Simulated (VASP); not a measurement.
A run of VASP 6.6.1 is set up as follows.

Contents of POSCAR:

```
PbS
1.0
    3.6536590000      0.0000000000      0.0000000000
    0.0000000000      3.6536590000      0.0000000000
    0.0000000000      0.0000000000      3.6536590000
Pb S
1 1
Direct
    0.0000000000      0.0000000000      0.0000000000
    0.5000000000      0.5000000000      0.5000000000
```

File INCAR.step1:

```
PREC     = Accurate       # precision mode
ENCUT    = 450            # plane-wave cutoff, eV
EDIFF    = 1E-8           # SCF threshold, eV
ISMEAR   = 0              # smearing method
SIGMA    = 0.01           # smearing width, eV
LREAL    = F              # projectors in reciprocal space
LASPH    = T              # aspherical terms in the spheres
NELM     = 60             # most SCF steps
ALGO     = Normal         # electronic algorithm
LWAVE    = T              # write WAVECAR
LCHARG   = F              # write CHGCAR
GGA      = PE             # functional
```

Contents of INCAR.step2:

```
PREC     = Accurate       # precision mode
ENCUT    = 450            # plane-wave cutoff, eV
EDIFF    = 1E-8           # SCF threshold, eV
ISMEAR   = 0              # smearing method
SIGMA    = 0.01           # smearing width, eV
LREAL    = F              # projectors in reciprocal space
LASPH    = T              # aspherical terms in the spheres
NELM     = 1              # most SCF steps
ALGO     = Exact          # electronic algorithm
LWAVE    = T              # write WAVECAR
LCHARG   = F              # write CHGCAR
GGA      = PE             # functional
NBANDS   = 475            # bands
LOPTICS  = T              # frequency-dependent dielectric function
ISTART   = 1
```

INCAR.step3

```
PREC     = Accurate       # precision mode
ENCUT    = 450            # plane-wave cutoff, eV
EDIFF    = 1E-8           # SCF threshold, eV
ISMEAR   = 0              # smearing method
SIGMA    = 0.01           # smearing width, eV
LREAL    = F              # projectors in reciprocal space
LASPH    = T              # aspherical terms in the spheres
ALGO     = EVGW0R         # electronic algorithm
LWAVE    = F              # write WAVECAR
LCHARG   = F              # write CHGCAR
GGA      = PE             # functional
NELMGW   = 1            
NBANDS   = 475            # bands
ENCUTGW  = 200            # cutoff of the response function
NOMEGA   = 16             # frequency points
PRECFOCK = Fast         
ISTART   = 1            
NBANDSGW = 19
```

Contents of KPOINTS:

```
regular mesh
0
Gamma
  3 3 3
```

Potentials or basis: VASP PAW PBE potentials, release 64 (Pb_d_GW, S_GW).

Command:

```console
$ cat potpaw_PBE.64/Pb_d_GW/POTCAR potpaw_PBE.64/S_GW/POTCAR > POTCAR
$ cp INCAR.step1 INCAR
$ mpirun -np 1 vasp_std > vasp.out
$ cp INCAR.step2 INCAR
$ mpirun -np 1 vasp_std > vasp.out
$ cp INCAR.step3 INCAR
$ mpirun -np 1 vasp_std > vasp.out
```

(1) Predict the quasiparticle gap.

(2) What does it give for the least direct quasiparticle gap?

(3) What does it give for the RPA correlation energy per cell?

Results:

(1) 1.96 eV.

(2) 3.04 eV.

(3) -27.935 eV.

Caveat: the k mesh is coarse (spacing up to 0.57 Å⁻¹), so the values aren't converged; bands, screening cutoff and mesh are small and nothing is extrapolated, so the quasiparticle values aren't converged; spin-orbit coupling is left out, which as a rule narrows the gap of such compounds by several tenths of an eV; an odd mesh through Γ misses points on the zone boundary, where band edges often lie.
